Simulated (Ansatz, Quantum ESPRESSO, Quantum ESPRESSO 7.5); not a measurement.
# Evanescent states of BeS, zinc blende type, lattice constant set to 4.796 Å

Aim: how fast states decay in the gap of BeS, zinc blende type, lattice constant set to 4.796 Å.

Method: plane-wave DFT, LDA, GBRV ultrasoft pseudopotentials (cross-check by Ansatz 0.2.0 with PAW datasets), in Quantum ESPRESSO 7.5.

The structure was built from a prototype and need not be the compound's stable phase.

### 1. Starting point

The structure is cubic, space group F-43m (No. 216). Conventional cell: a = 4.796 Å, b = 4.796 Å, c = 4.796 Å, α = 90.00°, β = 90.00°, γ = 90.00°. Nearest to Be lie 4 S at 2.08 Å. S has 4 Be at 2.08 Å nearest. Farther neighbours and most contacts between anions are not listed.

Coordinates:

```cif
data_structure
_symmetry_space_group_name_H-M 'F-43m'
_symmetry_Int_Tables_number 216
_cell_length_a 4.7960
_cell_length_b 4.7960
_cell_length_c 4.7960
_cell_angle_alpha 90.000
_cell_angle_beta 90.000
_cell_angle_gamma 90.000
_cell_volume 110.32
loop_
_atom_site_label
_atom_site_type_symbol
_atom_site_symmetry_multiplicity
_atom_site_Wyckoff_symbol
_atom_site_fract_x
_atom_site_fract_y
_atom_site_fract_z
_atom_site_occupancy
Be1 Be 4 a 0.00000 0.00000 0.00000 1
S1 S 4 c 0.75000 0.75000 0.25000 1
```

### 2. SCF with pw.x

pwcond needs a cell whose third axis lies along the current and stands perpendicular to the other two.

scf.in

```
&control
  prefix = 'scf'
  outdir = './out'
  pseudo_dir = './pseudo'
  calculation = 'scf'
  tprnfor = .true.
/
&system
  ibrav = 0
  nat = 4
  ntyp = 2
  ecutwfc = 40
  ecutrho = 200
  occupations = 'fixed'
  nbnd = 14
/
&electrons
  conv_thr = 1e-09
  mixing_beta = 0.6
  electron_maxstep = 120
/
ATOMIC_SPECIES
  Be  9.0122  be_lda_v1.4.uspp.F.UPF
  S   32.0600  s_lda_v1.4.uspp.F.UPF
CELL_PARAMETERS angstrom
  3.39128412257068 0.00000000000000 0.00000000000000
  0.00000000000000 3.39128412257068 0.00000000000000
  0.00000000000000 0.00000000000000 4.79600000000000
ATOMIC_POSITIONS crystal
  Be  0.000000000000 0.000000000000 0.000000000000
  S   0.500000000000 0.000000000000 0.250000000000
  Be  0.500000000000 0.500000000000 0.500000000000
  S   0.000000000000 0.500000000000 0.750000000000
K_POINTS automatic
  8 8 6 0 0 0
```

Command:

```console
OMP_NUM_THREADS=1 mpirun -n 2 pw.x -nk 2 -in scf.in > scf.out
```

Log:

```text
Program PWSCF v.7.5 starts
[citation notice left out]

     Parallel version (MPI & OpenMP), running on       2 processor cores
     Number of MPI processes:                 2
     Threads/MPI process:                     1

     MPI processes distributed on     1 nodes
[...]
Current dimensions of program PWSCF are:
     Max number of different atomic species (ntypx) = 10
     Max number of k-points (npk) =  40000
     Max angular momentum in pseudopotentials (lmaxx) =  4
     Found identity + ( -0.5000 -0.5000 -0.5000) symmetry
     This is a supercell, fractional translations are disabled
     Message from routine setup:
     using ibrav=0 with symmetry is DISCOURAGED, use correct ibrav instead

     K-points division:     npool     =       2
     Subspace diagonalization in iterative solution of the eigenvalue problem:
     a serial algorithm will be used

     G-vector sticks info
     --------------------
     sticks:   dense  smooth     PW     G-vecs:    dense   smooth      PW
     Sum         665     517    169                17777    12721    2245

     Using Slab Decomposition

     bravais-lattice index     =            0
     lattice parameter (alat)  =       6.4086  a.u.
     unit-cell volume          =     372.2238 (a.u.)^3
     number of atoms/cell      =            4
     number of atomic types    =            2
     number of electrons       =        20.00
     number of Kohn-Sham states=           14
     kinetic-energy cutoff     =      40.0000  Ry
     charge density cutoff     =     200.0000  Ry
     scf convergence threshold =      1.0E-09
     mixing beta               =       0.6000
     number of iterations used =            8  plain     mixing
     Exchange-correlation=  SLA  PZ   NOGX NOGC
                           (   1   1   0   0   0   0   0)

     celldm(1)=   6.408598  celldm(2)=   0.000000  celldm(3)=   0.000000
     celldm(4)=   0.000000  celldm(5)=   0.000000  celldm(6)=   0.000000

     crystal axes: (cart. coord. in units of alat)
               a(1) = (   1.000000   0.000000   0.000000 )
               a(2) = (   0.000000   1.000000   0.000000 )
               a(3) = (   0.000000   0.000000   1.414214 )

     reciprocal axes: (cart. coord. in units 2 pi/alat)
               b(1) = (  1.000000  0.000000  0.000000 )
               b(2) = (  0.000000  1.000000  0.000000 )
               b(3) = (  0.000000  0.000000  0.707107 )

     PseudoPot. # 1 for Be read from file:
     ./pseudo/be_lda_v1.4.uspp.F.UPF
     Pseudo is Ultrasoft, Zval =  4.0
     Generated by new atomic code, or converted to UPF format
     Using radial grid of  769 points,  6 beta functions with:
                l(1) =   0
                l(2) =   0
                l(3) =   0
                l(4) =   1
                l(5) =   1
                l(6) =   2
     Q(r) pseudized with 10 coefficients,  rinner =    1.000   1.000   1.000
                                                       1.000   1.000

     PseudoPot. # 2 for S  read from file:
     ./pseudo/s_lda_v1.4.uspp.F.UPF
     Pseudo is Ultrasoft + core correction, Zval =  6.0
     Generated by new atomic code, or converted to UPF format
     Using radial grid of  907 points,  6 beta functions with:
                l(1) =   0
                l(2) =   0
                l(3) =   1
                l(4) =   1
                l(5) =   2
                l(6) =   2
     Q(r) pseudized with  8 coefficients,  rinner =    1.300   1.300   1.300
                                                       1.300   1.300

     atomic species   valence    mass     pseudopotential
     Be                4.00     9.01220     Be( 1.00)
     S                 6.00    32.06000     S ( 1.00)

      8 Sym. Ops. (no inversion) found

   Cartesian axes

     site n.     atom                  positions (alat units)
         1        Be     tau(   1) = (   0.0000000   0.0000000   0.0000000  )
         2        S      tau(   2) = (   0.5000000   0.0000000   0.3535534  )
         3        Be     tau(   3) = (   0.5000000   0.5000000   0.7071068  )
         4        S      tau(   4) = (   0.0000000   0.5000000   1.0606602  )

     number of k points=    60
                       cart. coord. in units 2pi/alat
        k(    1) = (   0.0000000   0.0000000   0.0000000), wk =   0.0052083
        k(    2) = (   0.0000000   0.0000000   0.1178511), wk =   0.0104167
        k(    3) = (   0.0000000   0.0000000   0.2357023), wk =   0.0104167
        k(    4) = (   0.0000000   0.0000000  -0.3535534), wk =   0.0052083
        k(    5) = (   0.0000000   0.1250000   0.0000000), wk =   0.0208333
        k(    6) = (   0.0000000   0.1250000   0.1178511), wk =   0.0416667
        k(    7) = (   0.0000000   0.1250000   0.2357023), wk =   0.0416667
        k(    8) = (   0.0000000   0.1250000  -0.3535534), wk =   0.0208333
        k(    9) = (   0.0000000   0.2500000   0.0000000), wk =   0.0208333
        k(   10) = (   0.0000000   0.2500000   0.1178511), wk =   0.0416667
[...]
k(   60) = (  -0.5000000  -0.5000000  -0.3535534), wk =   0.0052083

     Dense  grid:    17777 G-vectors     FFT dimensions: (  30,  30,  45)

     Smooth grid:    12721 G-vectors     FFT dimensions: (  25,  25,  40)

     Estimated max dynamical RAM per process >      50.94 MB

     Estimated total dynamical RAM >      97.54 MB

     Initial potential from superposition of free atoms

     starting charge      19.9996, renormalised to      20.0000
     Starting wfcs are   18 randomized atomic wfcs

     total cpu time spent up to now is        0.9 secs

     per-process dynamical memory:    29.8 Mb

     Self-consistent Calculation

     iteration #  1     ecut=    40.00 Ry     beta= 0.60
     Davidson diagonalization with overlap
     ethr =  1.00E-02,  avg # of iterations =  4.3

     Threshold (ethr) on eigenvalues was too large:
     Diagonalizing with lowered threshold

     Davidson diagonalization with overlap
     ethr =  4.51E-04,  avg # of iterations =  2.2

     total cpu time spent up to now is        1.9 secs

     total energy              =    -104.49366144 Ry
     estimated scf accuracy    <       0.09294108 Ry

     iteration #  2     ecut=    40.00 Ry     beta= 0.60
[...]
total energy              =    -104.49811447 Ry
     estimated scf accuracy    <       0.00721169 Ry

     iteration #  3     ecut=    40.00 Ry     beta= 0.60
[...]
total energy              =    -104.49957379 Ry
     estimated scf accuracy    <       0.00019518 Ry

     iteration #  4     ecut=    40.00 Ry     beta= 0.60
[...]
c_bands:  1 eigenvalues not converged
[...]
total energy              =    -104.49971117 Ry
     estimated scf accuracy    <       0.00001080 Ry

     iteration #  5     ecut=    40.00 Ry     beta= 0.60
[...]
total energy              =    -104.49971913 Ry
     estimated scf accuracy    <       0.00000053 Ry

     iteration #  6     ecut=    40.00 Ry     beta= 0.60
[...]
total energy              =    -104.49971946 Ry
     estimated scf accuracy    <       0.00000001 Ry

     iteration #  7     ecut=    40.00 Ry     beta= 0.60
[...]
total energy              =    -104.49971947 Ry
     estimated scf accuracy    <          3.0E-09 Ry

     iteration #  8     ecut=    40.00 Ry     beta= 0.60
[...]
End of self-consistent calculation

          k = 0.0000 0.0000 0.0000 (  1611 PWs)   bands (ev):

   -91.4158 -91.4156  -8.1655  -5.8697   0.5206   2.9377   2.9377   5.7287
     5.7287   5.7287   8.5515  10.4871  11.2324  11.2324

          k = 0.0000 0.0000 0.1179 (  1590 PWs)   bands (ev):

   -91.4155 -91.4155  -8.0542  -6.0982   0.8680   3.0635   3.0635   5.2419
     5.4163   5.4163   8.7719  10.6445  10.9628  11.7078

          k = 0.0000 0.0000 0.2357 (  1610 PWs)   bands (ev):

   -91.4158 -91.4157  -7.7306  -6.6338   1.7536   3.4321   3.4321   4.1535
     4.7309   4.7309   9.3334  10.5267  11.1852  12.8763

          k = 0.0000 0.0000-0.3536 (  1634 PWs)   bands (ev):

   -91.4159 -91.4159  -7.2307  -7.2307   2.9148   2.9148   4.0124   4.0124
     4.0124   4.0124   9.9742   9.9742  12.2086  12.2086

          k = 0.0000 0.1250 0.0000 (  1585 PWs)   bands (ev):

   -91.4157 -91.4153  -8.0407  -5.8556   0.6473   2.3452   3.0594   4.9361
     5.3661   5.6767   9.1055  11.1267  11.2516  11.3767

          k = 0.0000 0.1250 0.1179 (  1587 PWs)   bands (ev):

   -91.4156 -91.4155  -7.9321  -6.0652   0.8839   2.5752   3.1812   4.2315
     5.3986   5.5091   9.3082  11.2249  11.2780  11.6146

[...]
highest occupied, lowest unoccupied level (ev):     5.7287    8.5515

!    total energy              =    -104.49971947 Ry
     estimated scf accuracy    <          5.9E-10 Ry

     The total energy is the sum of the following terms:
     one-electron contribution =     -32.41364042 Ry
     hartree contribution      =      15.66255097 Ry
     xc contribution           =     -26.64261882 Ry
     ewald contribution        =     -61.10601120 Ry

     convergence has been achieved in   8 iterations

     Forces acting on atoms (cartesian axes, Ry/au):

     atom    1 type  1   force =     0.00000000    0.00000000    0.00000000
     atom    2 type  2   force =     0.00000000    0.00000000   -0.00000270
     atom    3 type  1   force =     0.00000000    0.00000000    0.00000000
     atom    4 type  2   force =     0.00000000    0.00000000    0.00000270

     Total force =     0.000004     Total SCF correction =     0.000002
     SCF correction compared to forces is large: reduce conv_thr to get better values

[...]
=------------------------------------------------------------------------------=
   JOB DONE.
=------------------------------------------------------------------------------=
```

It took 7 s on 2 MPI ranks of Intel Xeon 6975P-C (Granite Rapids), shared host; peak memory 0.2 GiB; 14 s of CPU time.

Numbers from this step:

```
free energy                          : -1421.7911 eV
valence top, on the run's zero       : 5.729 eV
conduction bottom, on the run's zero : 8.552 eV
gap by band count                    : 2.823 eV
```

The program's own clock; routines nest. Time by routine:

```tsv
routine	wall time (s)	calls
PWSCF	6.32	1
electrons	5.31	1
c_bands	4.41	9
cegterg	3.67	270
h_psi	2.73	1503
vloc_psi	2.07	1503
fftw	2.02	28730
init_run	0.8	1
sum_band	0.74	9
calbec	0.47	1893
h_psi:calbec	0.35	1503
add_vuspsi	0.3	1503
s_psi	0.29	1503
hinit0	0.28	1
```

The run needed 8 iterations to bring the estimated error under 1e-09 Ry.

(Continued in part 2 of 4.)

[Logs are printed without paths, hosts, clocks, repeated set-up lines and the standing remarks that a program may print on its own settings, such as how far it seeks lower states.]

[Hosts, paths, dates, database ids (printed as entryN), source tags and the programs' standing remarks are cut or masked in the printed files.]

[Maps of the electrostatic potential energy from Ansatz leave out the sawtooth potential of an applied field or a dipole correction, so their vacuum need not be flat; planar profiles and work functions include it.]
